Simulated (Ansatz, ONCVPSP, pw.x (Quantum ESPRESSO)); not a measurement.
## pw.x on fcc H: one setting changed

Potential: optimised norm-conserving Vanderbilt (ONCV), ONCVPSP 4.0.1.1 (patched build), PBE; core none, reference 1s1; waves: 1s: rc 1.05 bohr, ncon 3, nbas 7, qcut 5.9 1/bohr, 1 projector; p scattering state at 0.31 Ha: rc 0.80 bohr, ncon 4, nbas 7, qcut 11.9 1/bohr, 2 projectors, debl 2.2 Ha; local part: polynomial inside 0.80 bohr (lpopt 4, dvloc0 0 Ha); core correction: none.

The reference run (k-mesh 18³, cutoffs 90/360 Ry, Fermi–Dirac 0.01 Ry, mixing_beta 0.4, conv_thr 1e-9, no spin) gives -1.12 GPa at 2.975 Å³/atom, where all-electron LAPW gives -0.20 GPa. This run, with its own iteration cap, changes mixing_mode to TF.

```
&control
  calculation='scf', prefix='x', pseudo_dir='./', outdir='./tmp', tstress=.true., disk_io='none'
/
&system
  ibrav=0, nat=1, ntyp=1, ecutwfc=90, ecutrho=360, nbnd=7,
  occupations='smearing', smearing='fd', degauss=0.01
/
&electrons
  conv_thr=1e-09, mixing_beta=0.4, electron_maxstep=50, mixing_mode='TF'
/
ATOMIC_SPECIES
H 1.0 H.UPF
CELL_PARAMETERS angstrom
  0.00000000 1.14152561 1.14152561
  1.14152561 0.00000000 1.14152561
  1.14152561 1.14152561 0.00000000
ATOMIC_POSITIONS crystal
H 0.0000 0.0000 0.0000
K_POINTS automatic
18 18 18 0 0 0
```

```bash
pw.x < H.scf.in > H.scf.out
```

Question: How does the run end?

Answer: It converges in 4 iterations; the free energy moves by +0.0 meV/atom and the pressure by +0.00 GPa. The result is that of the reference run.

```
Message from routine setup:
     using ibrav=0 with symmetry is DISCOURAGED, use correct ibrav instead
     lattice parameter (alat)  =       3.0507  a.u.
     unit-cell volume          =      20.0763 (a.u.)^3
     number of electrons       =         1.00
     number of Kohn-Sham states=            7
     kinetic-energy cutoff     =      90.0000  Ry
     charge density cutoff     =     360.0000  Ry
     scf convergence threshold =      1.0E-09
     Exchange-correlation= PBE
     number of k points=   195  Fermi-Dirac smearing, width (Ry)=  0.0100
     iteration #  1     ecut=    90.00 Ry     beta= 0.40
     total energy              =      -1.07605093 Ry
     estimated scf accuracy    <       0.00000438 Ry
     iteration #  2     ecut=    90.00 Ry     beta= 0.40
     total energy              =      -1.07605578 Ry
     estimated scf accuracy    <       0.00000202 Ry
     iteration #  3     ecut=    90.00 Ry     beta= 0.40
     total energy              =      -1.07605604 Ry
     estimated scf accuracy    <          2.0E-09 Ry
     iteration #  4     ecut=    90.00 Ry     beta= 0.40
     the Fermi energy is     3.7803 ev
!    total energy              =      -1.07605605 Ry
     estimated scf accuracy    <          3.6E-11 Ry
     smearing contrib. (-TS)   =      -0.00045503 Ry
     The total energy is F=E-TS. E is the sum of the following terms:
     one-electron contribution =       0.63466114 Ry
     hartree contribution      =       0.01775166 Ry
     xc contribution           =      -0.66531120 Ry
     ewald contribution        =      -1.06270263 Ry
     convergence has been achieved in   4 iterations
          total   stress  (Ry/bohr**3)                   (kbar)     P=      -11.21
     Message from routine punch:
     Nothing written, as per user request (disk_io='none')
```

The run took about 4.2 s on one core of a shared host (Intel(R) Xeon(R) Platinum 8259CL CPU @ 2.50GHz, 96 threads, 755 GiB, load 53).
